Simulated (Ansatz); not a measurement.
# Mg (P6_3/mmc) in Ansatz: settings compared, part 2 of 2

Ansatz 0.2.0. The steps go on from the part before.

### 3 Relaxation of cell and atoms, PBEsol+D3(BJ)

File input.yaml:

```yaml
crystal:
  lattice:
    - [3.2093, 0.0, 0.0]
    - [-1.60465, 2.7793353284, 0.0]
    - [0.0, 0.0, 5.2103]
  atoms:
    - { symbol: Mg, position: [0.6666666667, 0.3333333333, 0.75] }
    - { symbol: Mg, position: [0.3333333333, 0.6666666667, 0.25] }
hamiltonian:
  xc: pbesol
  pseudopotentials: { kind: paw }
  dispersion: d3bj
kpoints:
  mp_grid: { grid: [10, 10, 5] }
scf:
  occupations: { method: fermi_dirac, width: 0.05 }
output:
  forces: true
  stress: true
relax:
  f_tol: 0.01
  max_steps: 40
  cell: { stress_tol: 0.05 }
```

Potentials or basis: Ansatz PAW.

On the command line:

```bash
$ ansatz run input.yaml --threads 2 --pin off --max-ram 5632MiB --backend cpu --events-out ev --progress --plain --runs-dir out
```

The program printed:

```text
Warning: RAYON_NUM_THREADS=2 ignored (pool sized by the plan → 2); use --threads N
Engine: ansatz 0.2.0, x86_64-unknown-linux-gnu
Pseudopotentials: kind: paw
Pseudopotential: Mg, paw, valence charge 10, recommended cutoff 420 eV (normal), Mg.paw.azcp
Functional definition: PBEsol
  exchange = pbesol_x
  correlation = pbesol_c
Crystal: 2 atoms, lattice volume = 46.474 Å³
Basis set: ecut = 420 eV, 941 PW (Γ), exchange–correlation on 48×48×72 points (8 copies of the dense FFT grid, shifted against one another)
Bands: 14, of which v1, the nominal top of the filled ones, is band 10 counted from 1 (9 counted from 0)
Symmetry: 24 space group operations
Space group: P63/mmc (ITA 194), of the structure as read, at distance tolerance 3.6e-5 Å
k-points: 42 of 500
Non-local potential: Mg, projectors of the file, l = 0: 3, l = 1: 2, l = 2: 1
PAW form: soft (Blöchl's): semilocal exchange-correlation on the pseudo side does not see the compensation charge
PAW frozen core: Mg, regenerated for the run's functional, and the local potential with it (the file was generated under x = pbe(κ = 0.804, μ = 0.2195149727645171), c = pbe(β = 0.06672455060314922))
PAW one-centre angular grid: Mg, 110 points (default); XC on 64 Gauss nodes
Initial density: superposition of atomic densities (neutral atoms: chi_scale 0, normalization atom), corrected by the library's trained network
Initial wavefunctions: pseudopotential atomic-orbital guess
Functional: x = pbesol(κ = 0.804, μ = 0.12345679012345678), c = pbesol(β = 0.046)
SCF iter   1: F=—  HF=-3824.609552 eV  |F-HF|=—  |Δ(HF+E_count)|=         —  Δρ=1.86e-3  dr2=6.76e-4  ethr=1.77e-3  ⟨swp⟩=5.6  Hψ=3045  notcnv=0
preconditioner: auto → none  [metal: Δε(μ)=0.061 eV  Ē_g=6.859 eV  σ=0.050 eV  W_gap=0.29  n_scr=8 (ndim 8)  ℏωp=10.9 eV  f_vac=0.000  D(μ)=1.55/eV (n_scr^D=10)  sad-step TF]
SCF iter   2: F=—  HF=-3824.608298 eV  |F-HF|=—  |Δ(HF+E_count)|=   1.25e-3  Δρ=8.26e-4  dr2=1.59e-4  ethr=3.38e-6  ⟨swp⟩=2.1  Hψ=1331  notcnv=0
SCF iter   3: F=—  HF=-3824.608227 eV  |F-HF|=—  |Δ(HF+E_count)|=   7.13e-5  Δρ=1.26e-4  dr2=5.24e-6  ethr=7.93e-7  ⟨swp⟩=2.0  Hψ=1005  notcnv=0
SCF iter   4: F=—  HF=-3824.608235 eV  |F-HF|=—  |Δ(HF+E_count)|=   8.15e-6  Δρ=7.30e-5  dr2=1.05e-6  ethr=2.62e-8  ⟨swp⟩=2.0  Hψ=1012  notcnv=0
SCF iter   5: F=—  HF=-3824.608234 eV  |F-HF|=—  |Δ(HF+E_count)|=   9.99e-7  Δρ=2.73e-5  dr2=1.48e-7  ethr=5.27e-9  ⟨swp⟩=2.0  Hψ=924  notcnv=0
SCF iter   6: F=-3824.608234 eV  HF=-3824.608234 eV  |F-HF|=2.92e-9  |Δ(HF+E_count)|=   1.55e-7  Δρ=2.92e-6  dr2=1.77e-9  ethr=5.00e-10  ⟨swp⟩=4.0  Hψ=1691  notcnv=0
SCF 1 converged in 6 iterations: F = -3824.608234 eV  dr2 = 1.77e-9
relax step   1: F+E_penalty+E_count = -3824.60823393 eV  Δ(F+E_penalty+E_count) = +0.000e0 eV  max|allowed force component| = 1.850e-17 eV/Å  Δτ_max = 0.0000 Å  P = -2.906 GPa  Ω = 46.474 Å³  (6 SCF iters, dr2 threshold 1.00e-7 eV, accepted)
Crystal: 2 atoms, lattice volume = 43.474 Å³
[... 41 lines left out ...]
SCF iter   4: F=-3824.648271 eV  HF=-3824.648271 eV  |F-HF|=1.82e-12  |Δ(HF+E_count)|=  7.15e-10  Δρ=6.59e-8  dr2=1.04e-12  ethr=1.00e-12  ⟨swp⟩=5.9  Hψ=2538  notcnv=0
SCF 6 converged in 4 iterations: F = -3824.648271 eV  dr2 = 1.04e-12
relax step   6: F+E_penalty+E_count = -3824.64827070 eV  Δ(F+E_penalty+E_count) = +6.798e-5 eV  max|allowed force component| = 3.701e-17 eV/Å  Δτ_max = 0.0000 Å  P = -0.006 GPa  Ω = 42.823 Å³  stress off target by 2.69e-2 GPa  SCF on the basis re-selected at this cell (its energy is not comparable with the rows above)  (4 SCF iters)
basis re-selected at this cell: Δ(F+E_penalty+E_count) = +6.798e-5 eV, ΔP = +0.001 GPa vs the last step (what re-selecting the basis moved, of the pressure what is left beyond the Pulay correction that the steps carried, after the strain that the cell walked since its last selection, with what the two solves' SCF thresholds leave and, on support functions, any second-order correction that the steps lacked; it is no measure of the basis error at this ecutwfc). This SCF's stress stands 2.69e-2 GPa from its target on what of the cell is left free (relax.cell.stress_tol is 5.00e-2 GPa) and its largest allowed force component is 3.70e-17 eV/Å (relax.f_tol is 1.00e-2 eV/Å): within both
SCF converged after 4 iterations
Free energy (F): -3824.648271 eV
Harris-Foulkes:  -3824.648271 eV  (|F-HF|=1.82e-12)
Internal energy: -3824.640442 eV  (E = F + TS)
E sigma→0 (E₀):  -3824.644356 eV
Entropy (-TS):   -0.007829 eV (-3.914 meV/atom)
Fermi energy:    6.246194 eV
--- Per-component energies (eV) ---
  E_band       = -699.527592
  E_kinetic    = 150.674075
  E_local      = -3185.730615  (includes V_loc(G=0)·N_el)
  E_nonlocal   = 192.746200
  E_hartree    = 1134.772723
  E_xc         = -56.808290
  E_vxc        = -73.668136  (∫ρ·V_xc dr)
  E_paw        = -562.234077  (= ΣΔE_a)
  E_vpaw       = -53.094529  (= ΣTr[D̂ρ^β])
  E_aug_tail   = -0.000004  (compensation charges beyond the density's cutoff)
  E_ewald      = -1497.615738
  E_disp       = -0.562441  (pairwise vdW)
  E_core_change = 0.117725  (= ΣΔE_core)
  E_smearing   = -0.007829  (= −TS)
  E_closure    = -0.000000  (closes the sum)
  Σ components = -3824.648271   (vs F -3824.648271, Δ=0.00e0)
--- Forces (eV/Å), atoms counted from 1 ---
  atom   1  Mg     0.00000000     0.00000000     0.00000000
  atom   2  Mg     0.00000000    -0.00000000     0.00000000
  max |Σ_I F_I| component: 4.63e-18 eV/Å
--- Stress (GPa, compression-positive) ---
        0.004866       0.000000       0.000000
       -0.000000       0.004866       0.000000
        0.000000       0.000000      -0.026862
  P = ⅓ Tr σ = -0.0057 GPa (-0.057 kbar)
--- Relaxed structure (5 steps of the walk, 5 accepted, 1 SCFs on fresh bases) ---
  F+E_penalty+E_count = -3824.64827070 eV   max|allowed force component| = 3.701e-17 eV/Å   (the final SCF, on the basis selected at the relaxed cell)
  cell:  # Å, volume = 42.8228 Å³
    - [3.094333929816873, 0.0, 0.0]
    - [-1.5471669649084365, 2.6797717910135463, 0.0]
    - [0.0, 0.0, 5.164287321742519]
  atoms:
    - { symbol: Mg, position: [0.6666666666666665, 0.3333333333333333, 0.7499999999999999] }
    - { symbol: Mg, position: [0.3333333333333333, 0.6666666666666666, 0.24999999999999997] }
```

Run time: 5.2 s. Hardware: 2 threads of Intel Xeon at 2.70GHz, shared host; peak memory 0.33 GiB.

Results:

```yaml
Free_energy: -3824.6483 eV
Relaxed_volume: 21.41 Å³/atom
Relaxed_cell: a = 3.094 Å, b = 3.094 Å, c = 5.164 Å, α = 90.00°, β = 90.00°, γ = 120.00°
Space_group_after_relaxing_to_0.05_Å: P6_3/mmc (No. 194)
Energy_gained_by_relaxing: 20.0 meV/atom
Ionic_steps: 6
Pressure_after_relaxing: 0.0 GPa
```

The path:
```
step  energy change (eV)  largest force (eV/Å)  volume (Å³)
   1              0.0000                0.0000        46.47
   2             -0.0372                0.0000        43.47
   3             -0.0399                0.0000        42.57
   4             -0.0401                0.0000        42.81
   5             -0.0401                0.0000        42.82
   6             -0.0400                0.0000        42.82
```

Final structure:
```
Mg
1.0
     3.09433    0.00000    0.00000
    -1.54717    2.67977    0.00000
     0.00000    0.00000    5.16429
Mg
2
Direct
  0.66667 0.33333 0.75000
  0.33333 0.66667 0.25000
```

Caveat: the plane-wave basis is chosen anew once the cell has moved, so the energies of steps on either side of that aren't comparable; the PAW data sets come from PBE, with cores solved anew for the run's functional, which leaves a small shift of forces and pressure.

### 4 Relaxation of cell and atoms, PBEsol+D4

input.yaml: that of step 3 with these lines changed.

```diff
@@ -11,3 +11,3 @@
   pseudopotentials: { kind: paw }
-  dispersion: d3bj
+  dispersion: d4
 kpoints:
```

On the command line:

```bash
$ ansatz run input.yaml --threads 2 --pin off --max-ram 5632MiB --backend cpu --events-out ev --progress --plain --runs-dir out
```

It took 12 s on 2 threads of Intel Xeon at 2.70GHz, shared host; peak memory 0.33 GiB.

The run converged. Its results:

```yaml
Free_energy: -3824.2823 eV
Relaxed_volume: 23.23 Å³/atom
Relaxed_cell: a = 3.174 Å, b = 3.174 Å, c = 5.326 Å, α = 90.00°, β = 90.00°, γ = 120.00°
Space_group_after_relaxing_to_0.05_Å: P6_3/mmc (No. 194)
Energy_gained_by_relaxing: 2.7 meV/atom
Ionic_steps: 7
Pressure_after_relaxing: 0.0 GPa
```

The path:
```tsv
step	energy change (eV)	largest force (eV/Å)	volume (Å³)
1	0.0000	0.0000	46.47
2	-0.0002	0.0000	46.55
3	-0.0010	0.0000	46.54
4	-0.0018	0.0000	46.54
5	-0.0053	0.0000	46.47
6	-0.0055	0.0000	46.46
7	-0.0055	0.0000	46.46
```

Final structure:
```cif
data_structure
_symmetry_space_group_name_H-M 'P 1'
_symmetry_Int_Tables_number 1
_cell_length_a 3.1738
_cell_length_b 3.1738
_cell_length_c 5.3257
_cell_angle_alpha 90.000
_cell_angle_beta 90.000
_cell_angle_gamma 120.000
_cell_volume 46.46
loop_
_atom_site_label
_atom_site_type_symbol
_atom_site_fract_x
_atom_site_fract_y
_atom_site_fract_z
_atom_site_occupancy
Mg1 Mg 0.66667 0.33333 0.75000 1
Mg2 Mg 0.33333 0.66667 0.25000 1
```

Caveat: the plane-wave basis is chosen anew once the cell has moved, so the energies of steps on either side of that aren't comparable; the PAW data sets come from PBE, with cores solved anew for the run's functional, which leaves a small shift of forces and pressure.

### 5 Relaxation of cell and atoms, RPBE+D3(BJ)

input.yaml: that of step 4 with these lines changed.

```diff
@@ -9,5 +9,5 @@
 hamiltonian:
-  xc: pbesol
+  xc: rpbe
   pseudopotentials: { kind: paw }
-  dispersion: d4
+  dispersion: d3bj
 kpoints:
```

On the command line:

```bash
$ ansatz run input.yaml --threads 2 --pin off --max-ram 5632MiB --backend cpu --events-out ev --progress --plain --runs-dir out
```

It took 6.5 s on 2 threads of Intel Xeon at 2.70GHz, shared host; peak memory 0.33 GiB.

The run converged. Its results:

```yaml
Free_energy: -3856.4265 eV
Relaxed_volume: 16.81 Å³/atom
Relaxed_cell: a = 2.876 Å, b = 2.876 Å, c = 4.692 Å, α = 90.00°, β = 90.00°, γ = 120.00°
Space_group_after_relaxing_to_0.05_Å: P6_3/mmc (No. 194)
Energy_gained_by_relaxing: 344.7 meV/atom
Ionic_steps: 7
Pressure_after_relaxing: 0.0 GPa
```

The path:
| step | energy change (eV) | largest force (eV/Å) | volume (Å³) |
| --- | --- | --- | --- |
| 1 | 0.0000 | 0.0000 | 46.47 |
| 2 | -0.4573 | 0.0000 | 40.19 |
| 3 | -0.6853 | 0.0000 | 34.43 |
| 4 | -0.6898 | 0.0000 | 33.40 |
| 5 | -0.6901 | 0.0000 | 33.62 |
| 6 | -0.6901 | 0.0000 | 33.61 |
| 7 | -0.6893 | 0.0000 | 33.61 |

Final structure:
```
Mg
1.0
     2.87613    0.00000    0.00000
    -1.43807    2.49080    0.00000
     0.00000    0.00000    4.69200
Mg
2
Direct
  0.66667 0.33333 0.75000
  0.33333 0.66667 0.25000
```

Caveat: the volume moved by over 15 % at a fixed basis, so the end points are rough; the plane-wave basis is chosen anew once the cell has moved, so the energies of steps on either side of that aren't comparable; the volume moved by -28 % from the deposited cell, more than functionals usually miss; the PAW data sets come from PBE, with cores solved anew for the run's functional, which leaves a small shift of forces and pressure.

### 6 Single point, r2SCAN0

input.yaml: that of step 5 with these lines changed.

```diff
@@ -9,7 +9,6 @@
 hamiltonian:
-  xc: rpbe
+  xc: r2scan0
   pseudopotentials: { kind: paw }
-  dispersion: d3bj
 kpoints:
-  mp_grid: { grid: [10, 10, 5] }
+  mp_grid: { grid: [5, 5, 3] }
 scf:
@@ -19,5 +18,2 @@
   stress: true
-relax:
-  f_tol: 0.01
-  max_steps: 40
-  cell: { stress_tol: 0.05 }
+  eigenvalues: true
```

Potentials or basis: Ansatz PAW.

On the command line:

```bash
$ ansatz run input.yaml --threads 2 --pin off --max-ram 5632MiB --backend cpu --events-out ev --progress --plain --runs-dir out
```

Run time: 15 s. Hardware: 2 threads of Intel Xeon at 2.70GHz, shared host; peak memory 0.67 GiB.

It converged, with:

| Property | Result |
| --- | --- |
| Free energy | -3852.4468 eV |
| Pressure | -0.9 GPa |
| Band gap on the k mesh | none (metal or under the smearing width) |

Stress tensor (GPa, compression positive):
```
-1.15  0.00  0.00
 0.00 -1.15  0.00
 0.00  0.00 -0.28
```

Levels at points of the mesh, in eV from the Fermi level:
```tsv
k point	band 6	band 7	band 8	band 9	band 10	band 11	band 12	band 13	band 14
(0.00, 0.00, 0.00)	-47.45	-47.44	-47.44	-8.35	-2.17	-1.43	12.75	12.75	12.90
```

Caveat: the k mesh is coarse (spacing up to 0.45 Å⁻¹), so the values aren't converged, least of all with exact exchange; the PAW data sets come from PBE, with cores solved anew for the run's functional, which leaves a small shift of forces and pressure; the thresholds are loose for stress.

### 7 The runs side by side

| task | level | cell | k mesh | cutoff (eV) | mesh quality | gap on the mesh (eV) | pressure (GPa) | relaxed volume (Å³/atom) |
| --- | --- | --- | --- | --- | --- | --- | --- | --- |
| single point | B3LYP | as given | 5 × 5 × 3 | 420 | coarse | none | -0.3 | - |
| relaxation of cell and atoms | PBEsol+D3(BJ) | relaxed | 10 × 10 × 5 | 420 | not flagged | - | 0.0 | 21.41 |
| relaxation of cell and atoms | PBEsol+D4 | relaxed | 10 × 10 × 5 | 420 | not flagged | - | 0.0 | 23.23 |
| relaxation of cell and atoms | RPBE+D3(BJ) | relaxed | 10 × 10 × 5 | 420 | not flagged | - | 0.0 | 16.81 |
| single point | r2SCAN0 | as given | 5 × 5 × 3 | 500 | coarse | none | -0.9 | - |

Alike in all rows: potentials or basis Ansatz PAW; no spin polarisation; smearing fermi-dirac 0.05 eV.

Caveats: some runs use coarse meshes; the PAW data sets come from PBE, with cores solved anew for the run's functional, which leaves a small shift of forces and pressure; the plane-wave basis is chosen anew once the cell has moved, so the energies of steps on either side of that aren't comparable (some runs); the thresholds are loose for stress (some runs); the volume moved by over 15 % at a fixed basis, so the end points are rough (some runs); the volume moved by -28 % from the deposited cell, more than functionals usually miss (some runs).

Total energies depend on the potentials used, so only differences within one code and one set of settings carry meaning.
